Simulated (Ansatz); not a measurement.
# Li₂Se₃: competing structures

Theory: DFT PBE, scalar-relativistic, plane waves, PAW (Ansatz 0.2.0). Settings: cutoff 420 eV, Γ-centred meshes no coarser than 0.19 Å⁻¹ for metals and 0.3 Å⁻¹ for insulators (2π included), Gaussian smearing.

These are static lattice energies at zero pressure. Larger cells and other orderings weren't all tried, so the list isn't exhaustive. For metals, differences of a few meV/atom aren't resolved. No dispersion correction is applied, so the spacing between layers, chains or molecules is poorly fixed, and with it the volume and density (Li2Se3 R-3m). No run is spin-polarised.

| # | started from | space group | atoms | V (Å³/atom) | ΔE (meV/atom) | gap on mesh (eV) |
| --- | --- | --- | --- | --- | --- | --- |
| 1 | A-type sesquioxide type, changed | P-3m1 (No. 164) | 5 | 21.8 | 0 | 0.00 |
| 2 | tetradymite type, changed | R-3m (No. 166) | 5 | 27.8 | 44 | 0.00 |

The lowest structure: Space group P-3m1 (No. 164), trigonal, a = 4.318 Å, c = 6.760 Å. Li has 3 Se at 2.62 Å, 1 Se at 2.93 Å, 3 Li at 2.96 Å and 3 Se at 3.35 Å; Se on Wyckoff site a (1 atom of the primitive cell) is coordinated by 6 Li at 2.62 Å; around Se on Wyckoff site d (2 atoms of the primitive cell) lie 3 Se at 2.59 Å and 1 Li at 2.93 Å. Its energy against the elements is -0.57 eV/atom. Energies over the elements count from the lowest elemental structures computed at the same level, with no empirical corrections.

```
Li Se
1.0
     4.31762    0.00000    0.00000
    -2.15881    3.73917    0.00000
     0.00000    0.00000    6.75979
Li Se
2 3
Direct
  0.33333 0.66667 0.11771
  0.66667 0.33333 0.88229
  0.00000 0.00000 0.00000
  0.33333 0.66667 0.55114
  0.66667 0.33333 0.44886
```

The second: Space group R-3m (No. 166), trigonal, a = 4.266 Å, c = 26.480 Å. Li has 3 Se at 2.57 Å and 3 Li at 2.85 Å; Se on Wyckoff site a (1 atom of the primitive cell) is coordinated by 6 Li at 2.57 Å; around Se on Wyckoff site c (2 atoms of the primitive cell) lie 3 Se at 2.56 Å.